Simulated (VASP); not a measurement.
A VASP 6.6.1 single-point calculation on NaCl

INCAR

```
NBANDS = 14
LCHARG = .FALSE.
ENCUT = 520
LWAVE = .FALSE.
ISIF = 2
EDIFF = 1E-7
LASPH = .TRUE.
PREC = Accurate
SIGMA = 0.5
NELM = 120
GGA = PE
IBRION = -1
ISMEAR = 1
LREAL = .FALSE.
NSW = 0
```

KPOINTS

```
KPOINTS created by Atomic Simulation Environment
0
Gamma
8 8 8
0 0 0
```

POSCAR

```
Na Cl
 1.0000000000000000
     0.0000000000000000    2.8340890571999999    2.8026988303000002
     2.8340890571999999    0.0000000000000000    2.8026988303000002
     2.8340890571999999    2.8340890571999999    0.0000000000000000
 Na  Cl
   1   1
Cartesian
  0.0000000000000000  0.0000000000000000  0.0000000000000000
  2.8340890571999999  2.8340890571999999  2.8026988302999998
```

The recommended PBE PAW datasets give the neutral cell 14 valence electrons.

Command

```
mpirun -np 1 vasp_std
```

OSZICAR

```
N       E                     dE             d eps       ncg     rms          rms(c)
DAV:   1     0.100049975883E+03    0.10005E+03   -0.71958E+03  1658   0.101E+03
DAV:   2     0.149197624657E+01   -0.98558E+02   -0.91071E+02  1792   0.263E+02
DAV:   3    -0.680581514328E+01   -0.82978E+01   -0.82743E+01  2120   0.721E+01
DAV:   4    -0.693469961120E+01   -0.12888E+00   -0.12878E+00  1942   0.966E+00
DAV:   5    -0.693739084802E+01   -0.26912E-02   -0.26910E-02  2154   0.142E+00    0.214E+00
DAV:   6    -0.674787284230E+01    0.18952E+00   -0.31583E-01  2036   0.325E+00    0.160E+00
DAV:   7    -0.673656475394E+01    0.11308E-01   -0.80222E-02  2256   0.162E+00    0.109E+00
DAV:   8    -0.674221305234E+01   -0.56483E-02   -0.98874E-03  1826   0.851E-01    0.295E-01
DAV:   9    -0.674210028025E+01    0.11277E-03   -0.21229E-04  2132   0.112E-01    0.162E-01
DAV:  10    -0.674222131341E+01   -0.12103E-03   -0.32412E-04  1880   0.138E-01    0.676E-02
DAV:  11    -0.674221037492E+01    0.10938E-04   -0.19117E-05  2156   0.400E-02    0.159E-02
DAV:  12    -0.674221036364E+01    0.11284E-07   -0.24736E-06  1958   0.143E-02    0.153E-03
DAV:  13    -0.674221094262E+01   -0.57898E-06   -0.31631E-07  2024   0.374E-03    0.332E-03
DAV:  14    -0.674221074603E+01    0.19659E-06   -0.42259E-08  1498   0.113E-03    0.299E-04
DAV:  15    -0.674221074321E+01    0.28222E-08   -0.30760E-09  1222   0.514E-04
   1 F= -.67422107E+01 E0= -.67627004E+01  d E =0.614691E-01
```

From OUTCAR

```
k-points           NKPTS =     59   k-points in BZ     NKDIM =     59   number of bands    NBANDS=     14

   NELECT =      14.0000    total number of electrons

   dimension x,y,z NGX =    30 NGY =   30 NGZ =   30
   dimension x,y,z NGXF=    60 NGYF=   60 NGZF=   60

  energy-cutoff  :      520.00
  volume of cell :       45.02
      direct lattice vectors                 reciprocal lattice vectors
     0.000000000  2.834089057  2.802698830    -0.176423531  0.176423531  0.178399475
     2.834089057  0.000000000  2.802698830     0.176423531 -0.176423531  0.178399475
     2.834089057  2.834089057  0.000000000     0.176423531  0.176423531 -0.178399475

 k-points in reciprocal lattice and weights: KPOINTS created by Atomic Simulation Env
   0.00000000  0.00000000  0.00000000       0.002
   0.12500000 -0.00000000  0.00000000       0.016
   0.25000000 -0.00000000  0.00000000       0.016
   0.37500000  0.00000000  0.00000000       0.016
   0.50000000 -0.00000000  0.00000000       0.008
   0.12500000  0.12500000  0.00000000       0.004
   0.25000000  0.12500000  0.00000000       0.016
   0.37500000  0.12500000  0.00000000       0.016
   ...

 E-fermi :  -0.6345

 k-point     1 :       0.0000    0.0000    0.0000
  band No.  band energies     occupation
      1     -21.5753      2.00000
      2     -21.5753      2.00000
      3     -21.5736      2.00000
      4     -13.4140      2.00000
      5      -0.7688      1.43711
      6      -0.7597      1.40954
      7      -0.7597      1.40954
      8       4.3355     -0.00000
      9      10.3320      0.00000
     10      10.3320      0.00000
     11      10.4152      0.00000
     12      12.4467      0.00000
     13      12.5821      0.00000
     14      14.1185      0.00000

 k-point     2 :       0.1250   -0.0000    0.0000
  band No.  band energies     occupation
      1     -21.5791      2.00000
      2     -21.5756      2.00000
      3     -21.5743      2.00000
      4     -13.3676      2.00000
      5      -1.1283      2.04759
      6      -0.8044      1.54008
      7      -0.8015      1.53202
      8       4.8292     -0.00000
      9       9.8172      0.00000
     10      10.5194      0.00000
     11      10.5819      0.00000
     12      12.1944      0.00000
     13      12.3079      0.00000
     14      15.0239      0.00000

 k-point     3 :       0.2500   -0.0000    0.0000
  band No.  band energies     occupation
      1     -21.5892      2.00000
      2     -21.5765      2.00000
      3     -21.5751      2.00000
      4     -13.2524      2.00000
      5      -1.8506      2.00312
      6      -0.8992      1.77176
      7      -0.8951      1.76323
      8       5.8051     -0.00000
      9       9.2476     -0.00000
     10      10.5838      0.00000
     11      10.6847      0.00000
     12      12.4447      0.00000
     13      12.4876      0.00000
     14      14.8339      0.00000

 k-point     4 :       0.3750    0.0000    0.0000
  band No.  band energies     occupation
      1     -21.5992      2.00000
      2     -21.5773      2.00000
      3     -21.5758      2.00000
      4     -13.1324      2.00000
      5      -2.4477      2.00000
      6      -0.9927      1.93102
      7      -0.9822      1.91656
      8       6.4035     -0.00000
      9       9.4629      0.00000
     10      10.2892      0.00000
     11      10.4025      0.00000
     12      13.8091      0.00000
     13      13.8176      0.00000
     14      14.3218      0.00000

 ...

  Total        0.0833174      0.0833174      0.2152362      0.0000000      0.0000000      0.0000000
  in kB        2.9649189      2.9649189      7.6593584      0.0000000      0.0000000      0.0000000
  external PRESSURE =       4.5297321 kB  Pullay stress =       0.0000000 kB

 POSITION                                       TOTAL-FORCE (eV/Angst)
 -----------------------------------------------------------------------------------
      0.00000      0.00000      0.00000         0.000000     -0.000000      0.000000
      2.83409      2.83409      2.80270        -0.000000      0.000000     -0.000000
 -----------------------------------------------------------------------------------
    total drift:                               -0.000000      0.000000      0.000000

  FREE ENERGIE OF THE ION-ELECTRON SYSTEM (eV)
  ---------------------------------------------------
  free  energy   TOTEN  =        -6.7422107432 eV

  energy  without entropy=       -6.8036798290  energy(sigma->0) =       -6.76270044
```

It converged. Results: gap between bands v and c on the k mesh 5.10 eV; least direct gap on the k mesh 5.10 eV; pressure 0.5 GPa. Band v is the last that the valence electrons fill when counted band by band, and c is the next.

These settings aren't sound, so the numbers aren't properties of the crystal.

On sound settings PBE gives a gap of 5.09 eV on its mesh and a pressure of 0.6 GPa for the intended cell.

The run took about 37 s on one core of a shared host (Intel Xeon Platinum 8488C) and held 0.18 GiB at most.
